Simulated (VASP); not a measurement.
# VSi2 (P6_222) in VASP: relaxation of cell and atoms with PBE

Aim: the relaxation of cell and atoms of VSi2 with PBE.

Program: VASP 6.6.1. These are calculated values, not measurements. Logs are shortened: lines on timing, memory, paths and dates and some standing lists are left out, and cuts for length are marked.

### 1 The crystal as given

The structure is hexagonal, space group P6_222 (No. 180). Conventional cell: a = 4.535 Å, b = 4.535 Å, c = 6.319 Å, α = 90.00°, β = 90.00°, γ = 120.00°. Around V (site symmetry 222) lie 10 Si at 2.49 to 2.65 Å. Si (site symmetry 2) is surrounded by 5 Si at 2.46 to 2.65 Å and 5 V at 2.49 to 2.65 Å.

The cell comes from a database or a generator and needn't be the stable form of this composition.

### 2 Relaxation of cell and atoms, PBE

Input file INCAR:

```
SYSTEM = VSi2
  PREC = Accurate
  ENCUT = 600
  EDIFF = 1E-6
  ISMEAR = 1
  SIGMA = 0.1
  LREAL = .FALSE.
  LASPH = .TRUE.
  NELM = 120
  ALGO = Normal
  ISIF = 3
  LWAVE = .FALSE.
  LCHARG = .FALSE.
  GGA = PE
  IBRION = 2
  NSW = 40
  EDIFFG = -0.01
```

Input file KPOINTS:

```
regular mesh
0
G
  8 8 5
  0 0 0
```

Input file POSCAR:

```
VSi2
1.0
    4.5347995798      0.0000000000      0.0000000000
   -2.2673997899      3.9272516372      0.0000000000
    0.0000000000      0.0000000000      6.3189006300
V Si
3 6
Direct
    0.0000000000      0.5000000000      0.1666666700
    0.5000000000      0.5000000000      0.8333333300
    0.5000000000      0.0000000000      0.5000000000
    0.8375067800      0.6750135500      0.5000000000
    0.1624932300      0.8375067800      0.8333333300
    0.6750135500      0.8375067800      0.1666666700
    0.1624932200      0.3249864500      0.5000000000
    0.8375067800      0.1624932200      0.8333333300
    0.3249864500      0.1624932300      0.1666666700
```

Potentials or basis: VASP PAW PBE potentials, release 64 (V_sv, Si).

Launch:

```sh
> cat potpaw_PBE.64/V_sv/POTCAR potpaw_PBE.64/Si/POTCAR > POTCAR
> mpirun -np 1 vasp_std > vasp.out
```

OUTCAR:

```text
SYSTEM = VSi2
   PREC = Accurate
   ENCUT = 600
   EDIFF = 1E-6
   ISMEAR = 1
   LREAL = .FALSE.
   LASPH = .TRUE.
   NELM = 120
   ISIF = 3
   GGA = PE
   IBRION = 2
   NSW = 40
   EDIFFG = -0.01

 ion  position               nearest neighbor table
   1  0.000  0.500  0.167-   4 2.49   7 2.49   5 2.49   8 2.49   9 2.60   6 2.60   6 2.60   9 2.60
                             6 2.65   9 2.65
   2  0.500  0.500  0.833-   4 2.49   7 2.49   9 2.49   6 2.49   5 2.60   8 2.60   8 2.60   5 2.60
                             5 2.65   8 2.65
   3  0.500  0.000  0.500-   5 2.49   6 2.49   9 2.49   8 2.49   7 2.60   4 2.60   7 2.60   4 2.60
                             7 2.65   4 2.65
   4  0.838  0.675  0.500-   5 2.46   6 2.46   1 2.49   2 2.49   7 2.55   3 2.60   3 2.60   3 2.65
                             7 2.65   7 2.65   8 3.05   9 3.05   9 3.14   8 3.14
   5  0.162  0.838  0.833-   4 2.46   9 2.46   3 2.49   1 2.49   8 2.55   2 2.60   2 2.60   2 2.65
                             8 2.65   8 2.65   7 3.05   6 3.05   7 3.14   6 3.14
   6  0.675  0.838  0.167-   4 2.46   8 2.46   3 2.49   2 2.49   9 2.55   1 2.60   1 2.60   1 2.65
                             9 2.65   9 2.65   7 3.05   5 3.05   7 3.14   5 3.14
   7  0.162  0.325  0.500-   8 2.46   9 2.46   1 2.49   2 2.49   4 2.55   3 2.60   3 2.60   3 2.65
                             4 2.65   4 2.65   6 3.05   5 3.05   5 3.14   6 3.14
   8  0.838  0.162  0.833-   7 2.46   6 2.46   3 2.49   1 2.49   5 2.55   2 2.60   2 2.60   2 2.65
                             5 2.65   5 2.65   4 3.05   9 3.05   4 3.14   9 3.14
   9  0.325  0.162  0.167-   7 2.46   5 2.46   3 2.49   2 2.49   6 2.55   1 2.60   1 2.60   1 2.65
                             6 2.65   6 2.65   4 3.05   8 3.05   4 3.14   8 3.14

  LATTYP: Found a hexagonal cell.
 ALAT       =     4.5347995798
 C/A-ratio  =     1.3934244543

  Lattice vectors:

 A1 = (   4.5347995798,   0.0000000000,   0.0000000000)
 A2 = (  -2.2673997899,   3.9272516372,   0.0000000000)
 A3 = (   0.0000000000,   0.0000000000,   6.3189006300)

Analysis of symmetry for initial positions (statically):
=====================================================================
 Subroutine PRICEL returns:
 Original cell was already a primitive cell.

 Routine SETGRP: Setting up the symmetry group for a
 hexagonal supercell.

 Subroutine GETGRP returns: Found 12 space group operations
 (whereof  4 operations were pure point group operations)
 out of a pool of 24 trial point group operations.

The static configuration has the point symmetry D_2 .
 The point group associated with its full space group is D_6 .

Analysis of symmetry for dynamics (positions and initial velocities):
=====================================================================
 Subroutine PRICEL returns:
 Original cell was already a primitive cell.

 Routine SETGRP: Setting up the symmetry group for a
 hexagonal supercell.

 Subroutine GETGRP returns: Found 12 space group operations
 (whereof  4 operations were pure point group operations)
 out of a pool of 24 trial point group operations.

The dynamic configuration has the point symmetry D_2 .
 The point group associated with its full space group is D_6 .

 Subroutine INISYM returns: Found 12 space group operations
 (whereof  4 operations are pure point group operations),
 and found     1 'primitive' translations

----------------------------------------------------------------------------------------

                                     Primitive cell

  volume of cell :     112.5352

  direct lattice vectors                    reciprocal lattice vectors
     4.534799580  0.000000000  0.000000000     0.220516912  0.127315499  0.000000000
    -2.267399790  3.927251637  0.000000000     0.000000000  0.254630997  0.000000000
     0.000000000  0.000000000  6.318900630     0.000000000  0.000000000  0.158255377

  length of vectors
     4.534799580  4.534799580  6.318900630     0.254630997  0.254630997  0.158255377

  position of ions in fractional coordinates (direct lattice)
     1.000000000  0.500000000  0.166666670
     0.500000000  0.500000000  0.833333330
     0.500000000  0.000000000  0.500000000
     0.837506780  0.675013550  0.500000000
     0.162493230  0.837506780  0.833333330
     0.675013550  0.837506780  0.166666670
     0.162493220  0.324986450  0.500000000
     0.837506780  0.162493220  0.833333330
     0.324986450  0.162493230  0.166666670

  ion indices of the primitive-cell ions
   primitive index   ion index
                 1           1
                 2           2
                 3           3
                 4           4
                 5           5
                 6           6
                 7           7
                 8           8
                 9           9

----------------------------------------------------------------------------------------

 KPOINTS: regular mesh

Automatic generation of k-mesh.
 Grid dimensions read from file:
 generate k-points for:    8    8    5

 Generating k-lattice:

  Cartesian coordinates                     Fractional coordinates (reciprocal lattice)
     0.027564614  0.015914437  0.000000000     0.125000000 -0.000000000  0.000000000
     0.000000000  0.031828875  0.000000000     0.000000000  0.125000000  0.000000000
     0.000000000  0.000000000  0.031651075     0.000000000  0.000000000  0.200000000

  Length of vectors
     0.031828875  0.031828875  0.031651075

  Shift w.r.t. Gamma in fractional coordinates (k-lattice)
     0.000000000  0.000000000  0.000000000

 Subroutine IBZKPT returns following result:
 ===========================================

 Found     30 irreducible k-points:

 Following reciprocal coordinates:
            Coordinates               Weight
  0.000000  0.000000  0.000000      1.000000
  0.125000  0.000000  0.000000      6.000000
  0.250000  0.000000  0.000000      6.000000
  0.375000  0.000000  0.000000      6.000000
  0.500000  0.000000  0.000000      3.000000
  0.125000  0.125000  0.000000      6.000000
[... 16 lines left out ...]
  0.250000  0.000000  0.400000     12.000000
  0.375000  0.000000  0.400000     12.000000
 [... further k-points ...]
   k-points           NKPTS =     30   k-points in BZ     NKDIM =     30   number of bands    NBANDS=     37
   number of dos      NEDOS =    301   number of ions     NIONS =      9
   total plane-waves  NPLWV =  64800
   dimension x,y,z NGX =    36 NGY =   36 NGZ =   50
   dimension x,y,z NGXF=    72 NGYF=   72 NGZF=  100
   ions per type =               3   6
   NGX,Y,Z   is equivalent  to a cutoff of  13.20, 13.20, 13.15 a.u.
   NGXF,Y,Z  is equivalent  to a cutoff of  26.40, 26.40, 26.31 a.u.
 SYSTEM =  VSi2
   PREC   = accura    normal or accurate (medium, high low for compatibility)
   ISTART =      0    job   : 0-new  1-cont  2-samecut
   ICHARG =      2    charge: 1-file 2-atom 10-const
   ISPIN  =      1    spin polarized calculation?
   LNONCOLLINEAR =      F non collinear calculations
   LSORBIT =      F    spin-orbit coupling
   LASPH  =      T    aspherical Exc in radial PAW
   ENCUT  =  600.0 eV  44.10 Ry    6.64 a.u.   9.06  9.06 12.62*2*pi/ulx,y,z
   NELM   =    120;   NELMIN=  2; NELMDL= -5     # of ELM steps
   EDIFF  = 0.1E-05   stopping-criterion for ELM
   LREAL  =      F    real-space projection
   EDIFFG = -.1E-01   stopping-criterion for IOM
   NSW    =     40    number of steps for IOM
   IBRION =      2    ionic relax: 0-MD 1-quasi-New 2-CG
   NFREE  =      1    steps in history (QN), initial steepest desc. (CG)
   ISIF   =      3    stress and relaxation
   ISYM   =      2    0-nonsym 1-usesym 2-fastsym
   POTIM  = 0.5000    time-step for ionic-motion
   TEBEG  =    0.0;   TEEND  =   0.0 temperature during run
   PSTRESS=    0.0 pullay stress
   NELECT =      63.0000    total number of electrons
   NUPDOWN=      -1.0000    fix difference up-down
   EMIN   =  10.00;   EMAX   =-10.00  energy-range for DOS
   EFERMI =   0.00;   METHOD = LEGACY
   ISMEAR =     1;   SIGMA  =   0.10  broadening in eV -4-tet -1-fermi 0-gaus
   EFERMI_NEDOS =   21; number of points for ismear=-14 and -15
   IALGO  =     38    algorithm
   IMIX   =      4    mixing-type and parameters
     AMIX     =   0.40;   BMIX     =  1.00
     AMIX_MAG =   1.60;   BMIX_MAG =  1.00
  volume/ion in A,a.u.               =      12.50        84.38
  Fermi-wavevector in a.u.,A,eV,Ry     =   1.349249  2.549712 24.769051  1.820474
  Thomas-Fermi vector in A             =   2.476852
   LORBIT       =      0    0 simple, 1 ext, 2 COOP (PROOUT), +10 PAW based schemes
   GGA     = PE    functional components
   LHFCALC =     F    Hartree Fock is set to
   AEXX    =    0.0000 exact exchange contribution
   IVDW    =     0    specifies the selected vdW correction
   LEPSILON=     F    determine dielectric tensor
   LRPA    =     F    only Hartree local field effects (RPA)
 conjugate gradient relaxation of ions
 non-spin polarized calculation
 Methfessel and Paxton  Order N= 1 SIGMA  =   0.10
  energy-cutoff  :      600.00
  volume of cell :      112.54
 maximum number of plane-waves:      3776
   NGX = 19   NGY = 19   NGZ = 25

--------------------------------------- Ionic step        1  -------------------------------------------

 number of electron      63.0000017 magnetization

 Free energy of the ion-electron system (eV)
  ---------------------------------------------------
  ext. energy  EPLUGINS =         0.00000000
  ---------------------------------------------------
  free energy    TOTEN  =       -63.85728032 eV

  energy without entropy =      -63.85562927  energy(sigma->0) =      -63.85672997

------------------------ aborting loop because EDIFF is reached ----------------------------------------

  FORCE on cell =-STRESS in cart. coord.  units (eV):
  Direction    XX          YY          ZZ          XY          YZ          ZX
  --------------------------------------------------------------------------------------
  -------------------------------------------------------------------------------------
  Total        2.6318066      2.6318066      2.9575330      0.0000000      0.0000000      0.0000000
  in kB       37.4693543     37.4693543     42.1067603      0.0000000      0.0000000      0.0000000
  external PRESSURE =      39.0151563 kB  Pullay stress =       0.0000000 kB
[... 157 lines left out ...]
  energy  without entropy=      -63.8846373219  energy(sigma->0) =      -63.88553391

--------------------------------------- Ionic step        5  -------------------------------------------

 number of electron      63.0000014 magnetization

 Free energy of the ion-electron system (eV)
  ---------------------------------------------------
  ext. energy  EPLUGINS =         0.00000000
  ---------------------------------------------------
  free energy    TOTEN  =       -63.88613600 eV

  energy without entropy =      -63.88488336  energy(sigma->0) =      -63.88571845

 E-fermi :  11.2264     XC(G=0): -12.1824

 val. band max:       11.2224355583   @ k =   0.5000   0.0000   0.2000
 cond. band min:      11.2335288460   @ k =   0.3750   0.0000   0.4000
 fundamental gap:      0.0110932877
 Fermi energy:        11.2263600369

 k-point     1 :       0.0000    0.0000    0.0000
  band No.  band energies     occupation
      1     -52.7478      2.00000
      2     -52.7327      2.00000
      3     -52.7327      2.00000
      4     -26.7113      2.00000
      5     -26.7113      2.00000
      6     -26.6900      2.00000
[... 949 lines left out ...]
     36      12.8657     -0.00000
     37      13.2656      0.00000

 [... further k-points ...]

------------------------ aborting loop because EDIFF is reached ----------------------------------------

  FORCE on cell =-STRESS in cart. coord.  units (eV):
  Direction    XX          YY          ZZ          XY          YZ          ZX
  --------------------------------------------------------------------------------------
  -------------------------------------------------------------------------------------
  Total       -0.0759450     -0.0759450     -0.0239514      0.0000000      0.0000000      0.0000000
  in kB       -1.0580018     -1.0580018     -0.3336710      0.0000000      0.0000000      0.0000000
  external PRESSURE =      -0.8165582 kB  Pullay stress =       0.0000000 kB
[... 24 lines left out ...]
  FREE ENERGIE OF THE ION-ELECTRON SYSTEM (eV)
  ---------------------------------------------------
  free  energy   TOTEN  =       -63.8861359984 eV

  energy  without entropy=      -63.8848833632  energy(sigma->0) =      -63.88571845

 reached required accuracy - stopping structural energy minimisation
```

Run time: 3.8 min. Hardware: 1 thread of AMD EPYC 9R45 (Zen 5), shared host; peak memory 0.28 GiB.

What came out:

| Quantity | Value |
| --- | --- |
| Free energy | -63.8861 eV |
| Relaxed volume | 12.78 Å³/atom |
| Relaxed cell | a = 4.569 Å, b = 4.569 Å, c = 6.362 Å, α = 90.00°, β = 90.00°, γ = 120.00° |
| Space group after relaxing (to 0.05 Å) | P6_222 (No. 180) |
| Energy gained by relaxing | 3.2 meV/atom |
| Ionic steps | 5 |
| Pressure after relaxing | -0.1 GPa |
| Band gap on the k mesh | none (metal or under the smearing width) |

Forces in eV/Å, atoms in the order of the input:
```
V    0.000  0.000  0.000
V    0.000  0.000  0.000
V    0.000  0.000  0.000
Si   0.000 -0.002  0.000
Si   0.002 -0.001  0.000
Si  -0.002 -0.001  0.000
Si   0.000  0.002  0.000
Si  -0.002  0.001  0.000
Si   0.002  0.001  0.000
```

The path:
```tsv
step	energy change (eV)	largest force (eV/Å)	pressure (GPa)	volume (Å³)
1	0.0000	0.0450	3.90	112.54
2	0.0036	0.0167	-3.78	117.57
3	-0.0287	0.0133	0.03	114.93
4	-0.0287	0.0126	-0.08	114.98
5	-0.0289	0.0021	-0.08	115.01
```

Final structure:
```cif
data_structure
_symmetry_space_group_name_H-M 'P 1'
_symmetry_Int_Tables_number 1
_cell_length_a 4.5688
_cell_length_b 4.5688
_cell_length_c 6.3619
_cell_angle_alpha 90.000
_cell_angle_beta 90.000
_cell_angle_gamma 120.000
_cell_volume 115.01
loop_
_atom_site_label
_atom_site_type_symbol
_atom_site_fract_x
_atom_site_fract_y
_atom_site_fract_z
_atom_site_occupancy
V1 V 0.00000 0.50000 0.16667 1
V2 V 0.50000 0.50000 0.83333 1
V3 V 0.50000 0.00000 0.50000 1
Si1 Si 0.83729 0.67459 0.50000 1
Si2 Si 0.16271 0.83729 0.83333 1
Si3 Si 0.67459 0.83729 0.16667 1
Si4 Si 0.16271 0.32541 0.50000 1
Si5 Si 0.83729 0.16271 0.83333 1
Si6 Si 0.32541 0.16271 0.16667 1
```

Levels at points of the mesh, in eV from the Fermi level:
```csv
k point,band 29,band 30,band 31,band 32,band 33,band 34,band 35,band 36
"(0.00, 0.00, 0.00)",-2.11,-1.80,-1.80,-1.71,0.36,2.07,2.40,2.40
"(0.50, 0.00, 0.00)",-0.70,-0.57,-0.12,0.04,0.42,1.03,1.39,1.45
```
